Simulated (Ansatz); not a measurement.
Zn under changes of volume

One of the cells (15.451 Å³/atom); the others are scaled copies at fixed shape and fractional positions:

```
CELL_PARAMETERS angstrom
-1.56904 1.56904 1.56904
1.56904 -1.56904 1.56904
1.56904 1.56904 -1.56904
ATOMIC_POSITIONS crystal
Zn 0.00000 0.00000 0.00000
```

This isn't the form of Zn at room conditions, which is hcp.

```yaml
Program: Ansatz 0.2.0
Functional: PBE0
Potentials_or_basis: Ansatz PAW
Cutoff: "420 eV (not typed: the program's choice for these potentials)"
k_mesh: 8 × 8 × 8
Occupations: fermi-dirac, width 0.05 eV
Spin: no spin polarisation
```

```csv
volume (Å³/atom),energy over the lowest point (meV/atom),pressure (GPa)
14.524,2.78,2.4
14.833,0.00,0.5
15.142,0.58,-1.1
15.451,4.12,-2.5
15.760,10.24,-3.8
16.069,18.87,-3.9
16.378,?,?
```

Question: What does the run at 16.378 Å³/atom give?

Answer: Energy over the lowest point 27.34 meV/atom; pressure -4.9 GPa.

Worked out: A Birch-Murnaghan fit of order 3 (a polynomial in V^(-2/3)) to the other rows has its minimum at 14.93 Å³/atom with B0 = V·E''(V) = 80 GPa and B' = 4.2. It gives 29.60 meV/atom at 16.378 Å³/atom, against the run's 27.34, and -dE/dV = -6.1 GPa, against -4.9.

Energies are extrapolated to zero smearing.

Caveats: some runs use coarse meshes; the PAW data sets come from PBE, with cores solved anew for the run's functional, which leaves a small shift of forces and pressure; the thresholds are loose for stress.
